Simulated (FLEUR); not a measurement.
MgS (Niningerite):

```xyz
2
Lattice="0.0000 2.6016 2.6016 2.6016 0.0000 2.6016 2.6016 2.6016 0.0000" Properties=species:S:1:pos:R:3 pbc="T T T"
S     2.6016    2.6016    2.6016
Mg    0.0000    0.0000    0.0000
```

Base run:

```yaml
Program: FLEUR MaX-R8.1 (later development tree)
Functional: PBEsol
Potentials_or_basis: all-electron
Basis: FLAPW
Kmax: 4.3 1/bohr
k_mesh: 9 × 9 × 9
Occupations: fermi-dirac, width 0.05 eV
Spin: no spin polarisation
```

Its results: band gap on the k mesh 2.83 eV, indirect (least direct gap 3.59 eV).

Question: The run is repeated on the same cell with these changes: functional from PBEsol to LDA. What comes out?

Answer: Band gap on the k mesh 2.69 eV, indirect (least direct gap 3.48 eV).

Caveats: the mesh misses the band edges, which the band path finds closer together.

Not every run made on this cell is shown here.
